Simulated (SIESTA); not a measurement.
**CdO (Monteponite) under changes of volume**

One of the cells (12.970 Å³/atom); the others are scaled copies at fixed shape and fractional positions:

```
Cd O
1.0
     0.00000    2.34950    2.34950
     2.34950    0.00000    2.34950
     2.34950    2.34950    0.00000
Cd O
1 1
Direct
  0.00000 0.00000 0.00000
  0.50000 0.50000 0.50000
```

```yaml
Program: SIESTA 5.4.2
Functional: LDA
Potentials_or_basis: PseudoDojo 0.4 standard (LDA files)
Basis: DZP (energy shift 0.003 Ry; two zetas on semicore shells)
Grid_cutoff: 800 Ry
Energy_shift: 0.003 Ry
k_mesh: 10 × 10 × 10
Occupations: fermi-dirac, width 0.05 eV
Spin: no spin polarisation
```

| volume (Å³/atom) | energy over the lowest point (meV/atom) | pressure (GPa) |
| --- | --- | --- |
| 12.191 | ? | ? |
| 12.451 | 0.00 | 1.2 |
| 12.710 | 0.87 | -2.2 |
| 12.970 | 6.90 | -5.1 |
| 13.229 | 17.52 | -7.9 |
| 13.488 | 32.35 | -10.4 |
| 13.748 | 50.83 | -12.4 |

What does the run at 12.191 Å³/atom give?

Energy over the lowest point 5.05 meV/atom; pressure 5.1 GPa.

Worked out: A Birch-Murnaghan fit of order 3 (a polynomial in V^(-2/3)) to the other rows has its minimum at 12.54 Å³/atom with B0 = V·E''(V) = 167 GPa and B' = 4.5. It gives 4.98 meV/atom at 12.191 Å³/atom, against the run's 5.05, and -dE/dV = 5.0 GPa, against 5.1.

Energies are extrapolated to zero smearing.

Caveats: the basis of atomic orbitals isn't converged, which shifts pressures, moduli and gaps.
